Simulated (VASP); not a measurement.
# Sb (I4/mmm) in VASP: further runs

Runs on Sb. Level: r2SCAN. Tasks: single point.

Program: VASP 6.6.1. These are calculated values, not measurements. Logs are shortened: lines on timing, memory, paths and dates and some standing lists are left out, and cuts for length are marked.

## 1. Starting point

The structure is tetragonal, space group I4/mmm (No. 139). Conventional cell: a = 3.153 Å, b = 3.153 Å, c = 5.424 Å, α = 90.00°, β = 90.00°, γ = 90.00°. Sb (site symmetry 4/mmm) is surrounded by 12 Sb at 3.15 to 3.51 Å.

This isn't the form of Sb at room conditions, which is rhombohedral.

## 2. Single point, r2SCAN

INCAR reads:

```
SYSTEM = Sb
PREC = Accurate
ENCUT = 400
EDIFF = 0.01
ISMEAR = 0
SIGMA = 0.1
LREAL = .FALSE.
LASPH = .TRUE.
NELM = 100
ALGO = Normal
ISIF = 2
LWAVE = .FALSE.
LCHARG = .FALSE.
METAGGA = R2SCAN
LMIXTAU = .TRUE.
ADDGRID = .FALSE.
```

KPOINTS reads:

```
regular mesh
0
G
  11 11 11
  0 0 0
```

POSCAR reads:

```
Sb
1.0
   -1.5638750000      1.6131910000      2.7402030000
    1.6104090000     -1.5604430000      2.7365900000
    1.5281950000      1.5247630000     -2.7095380000
Sb
1
Direct
    0.0004760000      0.0218010000      0.0165680000
```

Potentials or basis: VASP PAW PBE potentials, release 64 (Sb).

Run with:

```sh
$ cat potpaw_PBE.64/Sb/POTCAR > POTCAR
$ mpirun -np 1 vasp_std > vasp.out
```

OUTCAR:

```text
SYSTEM = Sb
   PREC = Accurate
   ENCUT = 400
   EDIFF = 0.01
   ISMEAR = 0
   LREAL = .FALSE.
   LASPH = .TRUE.
   NELM = 100
   ISIF = 2
   METAGGA = R2SCAN

 Found    666 irreducible k-points:

 Following reciprocal coordinates:
            Coordinates               Weight
  0.000000  0.000000  0.000000      1.000000
  0.090909  0.000000  0.000000      2.000000
  0.181818 -0.000000  0.000000      2.000000
  0.272727  0.000000 -0.000000      2.000000
  0.363636 -0.000000  0.000000      2.000000
  0.454545  0.000000 -0.000000      2.000000
   k-points           NKPTS =    666   k-points in BZ     NKDIM =    666   number of bands    NBANDS=      6
   number of dos      NEDOS =    301   number of ions     NIONS =      1
   total plane-waves  NPLWV =  13824
   dimension x,y,z NGX =    24 NGY =   24 NGZ =   24
   dimension x,y,z NGXF=    48 NGYF=   48 NGZF=   48
   ions per type =               1
   NGX,Y,Z   is equivalent  to a cutoff of  11.26, 11.28, 11.52 a.u.
   NGXF,Y,Z  is equivalent  to a cutoff of  22.52, 22.55, 23.03 a.u.
 SYSTEM =  Sb
   PREC   = accura    normal or accurate (medium, high low for compatibility)
   ISTART =      0    job   : 0-new  1-cont  2-samecut
   ICHARG =      2    charge: 1-file 2-atom 10-const
   ISPIN  =      1    spin polarized calculation?
   LNONCOLLINEAR =      F non collinear calculations
   LSORBIT =      F    spin-orbit coupling
   LASPH  =      T    aspherical Exc in radial PAW
   ENCUT  =  400.0 eV  29.40 Ry    5.42 a.u.   5.78  5.77  5.65*2*pi/ulx,y,z
   NELM   =    100;   NELMIN=  2; NELMDL= -5     # of ELM steps
   EDIFF  = 0.1E-01   stopping-criterion for ELM
   LREAL  =      F    real-space projection
   EDIFFG = 0.1E+00   stopping-criterion for IOM
   NSW    =      0    number of steps for IOM
   IBRION =     -1    ionic relax: 0-MD 1-quasi-New 2-CG
   NFREE  =      0    steps in history (QN), initial steepest desc. (CG)
   ISIF   =      2    stress and relaxation
   ISYM   =      2    0-nonsym 1-usesym 2-fastsym
   POTIM  = 0.5000    time-step for ionic-motion
   TEBEG  =    0.0;   TEEND  =   0.0 temperature during run
   PSTRESS=    0.0 pullay stress
   NELECT =       5.0000    total number of electrons
   NUPDOWN=      -1.0000    fix difference up-down
   EMIN   =  10.00;   EMAX   =-10.00  energy-range for DOS
   EFERMI =   0.00;   METHOD = LEGACY
   ISMEAR =     0;   SIGMA  =   0.10  broadening in eV -4-tet -1-fermi 0-gaus
   EFERMI_NEDOS =   21; number of points for ismear=-14 and -15
   IALGO  =     38    algorithm
   IMIX   =      4    mixing-type and parameters
     AMIX     =   0.40;   BMIX     =  1.00
     AMIX_MAG =   1.60;   BMIX_MAG =  1.00
  volume/ion in A,a.u.               =      26.96       181.95
  Fermi-wavevector in a.u.,A,eV,Ry     =   0.933573  1.764197 11.858272  0.871558
  Thomas-Fermi vector in A             =   2.060288
   LORBIT       =      0    0 simple, 1 ext, 2 COOP (PROOUT), +10 PAW based schemes
   METAGGA = R2SCAN    functional components
   LHFCALC =     F    Hartree Fock is set to
   AEXX    =    0.0000 exact exchange contribution
   IVDW    =     0    specifies the selected vdW correction
   LEPSILON=     F    determine dielectric tensor
   LRPA    =     F    only Hartree local field effects (RPA)
 non-spin polarized calculation
 Gauss-broadening in eV      SIGMA  =   0.10
  energy-cutoff  :      400.00
  volume of cell :       26.96
 maximum number of plane-waves:       504
   NGX = 11   NGY = 11   NGZ = 11

 number of electron       5.0000000 magnetization

 Free energy of the ion-electron system (eV)
  ---------------------------------------------------
  ext. energy  EPLUGINS =         0.00000000
  ---------------------------------------------------
  free energy    TOTEN  =       -25.26396089 eV

  energy without entropy =      -25.25978642  energy(sigma->0) =      -25.26187365

 E-fermi :   8.4847     XC(G=0): -10.7817

 val. band max:        8.4843688162   @ k =   0.2727   0.2727   0.1818
 cond. band min:       8.4857469612   @ k =  -0.3636   0.3636   0.0909
 fundamental gap:      0.0013781451
 Fermi energy:         8.4846717803

 k-point     1 :       0.0000    0.0000    0.0000
  band No.  band energies     occupation
      1      -5.1292      2.00000
      2      13.1860      0.00000
      3      14.2151      0.00000
      4      14.2703      0.00000
      5      18.1294      0.00000
      6      19.3588      0.00000

 k-point     2 :       0.0909    0.0000    0.0000
  band No.  band energies     occupation
      1      -4.9565      2.00000
      2      12.2914      0.00000
      3      13.2216      0.00000
      4      14.2145      0.00000
      5      18.1394      0.00000
      6      18.6308      0.00000

 k-point     3 :       0.1818   -0.0000    0.0000
  band No.  band energies     occupation
      1      -4.4416      2.00000
      2       9.6737      0.00000
      3      12.2698      0.00000
      4      14.1853      0.00000
      5      16.9135      0.00000
      6      18.6143      0.00000

 k-point     4 :       0.2727    0.0000   -0.0000
  band No.  band energies     occupation
      1      -3.5992      2.00000
      2       6.9084      2.00000
      3      11.4226      0.00000
      4      14.2059      0.00000
      5      16.0094      0.00000
      6      18.6085      0.00000

 k-point     5 :       0.3636   -0.0000    0.0000
  band No.  band energies     occupation
      1      -2.4846      2.00000
      2       4.4344      2.00000
      3      10.7858      0.00000
      4      14.2825      0.00000
      5      15.4203      0.00000
      6      18.8106      0.00000

 k-point     6 :       0.4545    0.0000   -0.0000
  band No.  band energies     occupation
      1      -1.3689      2.00000
      2       2.6222      2.00000
      3      10.4484      0.00000
      4      14.3582      0.00000
      5      15.1297      0.00000
      6      19.1359      0.00000

 [... further k-points ...]

------------------------ aborting loop because EDIFF is reached ----------------------------------------

  FORCE on cell =-STRESS in cart. coord.  units (eV):
  Direction    XX          YY          ZZ          XY          YZ          ZX
  --------------------------------------------------------------------------------------
  -------------------------------------------------------------------------------------
  Total        0.0372697      0.0402068      0.0526679     -0.0270260      0.0103519     -0.0139138
  in kB        2.2147115      2.3892451      3.1297273     -1.6059889      0.6151489     -0.8268128
  external PRESSURE =       2.5778946 kB  Pullay stress =       0.0000000 kB

 VOLUME and BASIS-vectors are now :
 -----------------------------------------------------------------------------
  energy-cutoff  :      400.00
  volume of cell :       26.96
      direct lattice vectors                 reciprocal lattice vectors
    -1.563875000  1.613191000  2.740203000     0.002055809  0.316948054  0.179518554
     1.610409000 -1.560443000  2.736590000     0.317083613  0.001847581  0.179876686
     1.528195000  1.524763000 -2.709538000     0.322328449  0.322401118 -0.005843793

 POSITION                                       TOTAL-FORCE (eV/Angst)
 -----------------------------------------------------------------------------------
      0.05968     -0.00799      0.01607        -0.000000      0.000000      0.000000
 -----------------------------------------------------------------------------------
    total drift:                               -0.000000     -0.000000      0.000001

  FREE ENERGIE OF THE ION-ELECTRON SYSTEM (eV)
  ---------------------------------------------------
  free  energy   TOTEN  =       -25.2639608886 eV

  energy  without entropy=      -25.2597864179  energy(sigma->0) =      -25.26187365
```

Wall time 50 s (1 thread of Intel Xeon 6975P-C (Granite Rapids), shared host); peak memory 0.2 GiB.

The run converged, but some of its settings lie outside the range that counts as converged, so its numbers aren't taken as properties of the crystal.

Results:

- Free energy: -25.2640 eV
- Pressure: 0.3 GPa
- Band gap on the k mesh: none (metal or under the smearing width)

Caveat: the PAW data sets were made with another functional, which shifts forces and pressure a little.

## 3. Single point, r2SCAN

Edit INCAR of step 2 so:

```diff
@@ -3,3 +3,3 @@
 ENCUT = 400
-EDIFF = 0.01
+EDIFF = 0.001
 ISMEAR = 0
```

KPOINTS is that of step 2.

POSCAR reads:

```
Sb
1.0
   -1.5765401831      1.5765401831      2.7119384313
    1.5765401831     -1.5765401831      2.7119384313
    1.5765401831      1.5765401831     -2.7119384313
Sb
1
Direct
    0.0000000000      0.0000000000      0.0000000000
```

Potentials or basis: VASP PAW PBE potentials, release 64 (Sb).

Run with:

```sh
$ cat potpaw_PBE.64/Sb/POTCAR > POTCAR
$ mpirun -np 1 vasp_std > vasp.out
```

OUTCAR:

```text
SYSTEM = Sb
   PREC = Accurate
   ENCUT = 400
   EDIFF = 0.001
   ISMEAR = 0
   LREAL = .FALSE.
   LASPH = .TRUE.
   NELM = 100
   ISIF = 2
   METAGGA = R2SCAN

 Found    126 irreducible k-points:

 Following reciprocal coordinates:
            Coordinates               Weight
  0.000000  0.000000  0.000000      1.000000
  0.090909  0.000000  0.000000      8.000000
  0.181818  0.000000 -0.000000      8.000000
  0.272727  0.000000 -0.000000      8.000000
  0.363636  0.000000 -0.000000      8.000000
  0.454545  0.000000 -0.000000      8.000000
[... 128 lines left out ...]
 [... further k-points ...]

------------------------ aborting loop because EDIFF is reached ----------------------------------------

  FORCE on cell =-STRESS in cart. coord.  units (eV):
  Direction    XX          YY          ZZ          XY          YZ          ZX
  --------------------------------------------------------------------------------------
  -------------------------------------------------------------------------------------
  Total       -0.0577289     -0.0577289      0.0102947      0.0000000     -0.0000000      0.0000000
  in kB       -3.4304754     -3.4304754      0.6117524      0.0000000     -0.0000000      0.0000000
  external PRESSURE =      -2.0830661 kB  Pullay stress =       0.0000000 kB

 VOLUME and BASIS-vectors are now :
 -----------------------------------------------------------------------------
  energy-cutoff  :      400.00
  volume of cell :       26.96
      direct lattice vectors                 reciprocal lattice vectors
    -1.576540183  1.576540183  2.711938431     0.000000000  0.317150178  0.184369967
     1.576540183 -1.576540183  2.711938431     0.317150178  0.000000000  0.184369967
     1.576540183  1.576540183 -2.711938431     0.317150178  0.317150178  0.000000000

 POSITION                                       TOTAL-FORCE (eV/Angst)
 -----------------------------------------------------------------------------------
      0.00000      0.00000      0.00000         0.000000     -0.000000      0.000000
 -----------------------------------------------------------------------------------
    total drift:                                0.000000      0.000000     -0.000000

  FREE ENERGIE OF THE ION-ELECTRON SYSTEM (eV)
  ---------------------------------------------------
  free  energy   TOTEN  =       -25.2625949000 eV

  energy  without entropy=      -25.2597819104  energy(sigma->0) =      -25.26118841
```

OSZICAR:

```text
N       E                     dE             d eps       ncg     rms          rms(c)
DAV:   1    -0.161381181022E+02   -0.16138E+02   -0.14618E+03  1530   0.446E+02
DAV:   2    -0.257315416519E+02   -0.95934E+01   -0.92162E+01  2148   0.687E+01
DAV:   3    -0.258835557716E+02   -0.15201E+00   -0.15154E+00  1806   0.919E+00
DAV:   4    -0.258841116953E+02   -0.55592E-03   -0.55577E-03  2058   0.712E-01
DAV:   5    -0.258841137380E+02   -0.20427E-05   -0.20421E-05  1668   0.324E-02    0.152E+00
DAV:   6    -0.251459487702E+02    0.73816E+00   -0.12203E-01  1650   0.333E+00    0.980E-01
DAV:   7    -0.253125113893E+02   -0.16656E+00   -0.10829E-01  1518   0.298E+00    0.168E-01
DAV:   8    -0.252632159408E+02    0.49295E-01   -0.55806E-02  1584   0.221E+00    0.741E-02
DAV:   9    -0.252625949000E+02    0.62104E-03   -0.52613E-04  1530   0.224E-01
   1 F= -.25262595E+02 E0= -.25261188E+02  d E =-.281299E-02
```

stdout:

```text
POSCAR found type information on POSCAR Sb
 POSCAR found :  1 types and       1 ions
 scaLAPACK will be used
 -----------------------------------------------------------------------------
|                                                                             |
|                                                                             |
|     You enforced a specific xc type in the INCAR file but a different       |
|     I HOPE YOU KNOW WHAT YOU ARE DOING!                                     |
|                                                                             |
 -----------------------------------------------------------------------------

 LDA part: xc-table for (None), standard interpolation
 POSCAR, INCAR and KPOINTS ok, starting setup
 FFT: planning ... GRIDC
 FFT: planning ... GRID_SOFT
 FFT: planning ... GRID
 WAVECAR not read
 entering main loop
```

Run time: 12 s. Hardware: 1 thread of Intel Xeon 6975P-C (Granite Rapids), shared host; peak memory 0.14 GiB.

The run converged, but some of its settings lie outside the range that counts as converged, so its numbers aren't taken as properties of the crystal.

Results:

- Free energy: -25.2626 eV
- Pressure: -0.2 GPa
- Band gap on the k mesh: none (metal or under the smearing width)

Caveat: the PAW data sets were made with another functional, which shifts forces and pressure a little.

## 4. The reference run

An earlier run on the cell as given: functional PBEsol; potentials or basis VASP PAW PBE potentials, release 64 (Sb); cutoff 520 eV; k mesh 12 × 12 × 12; occupations fermi-dirac, width 0.05 eV; no spin polarisation.

- Pressure: -1.3 GPa
- Band gap on the k mesh: none (metal or under the smearing width)
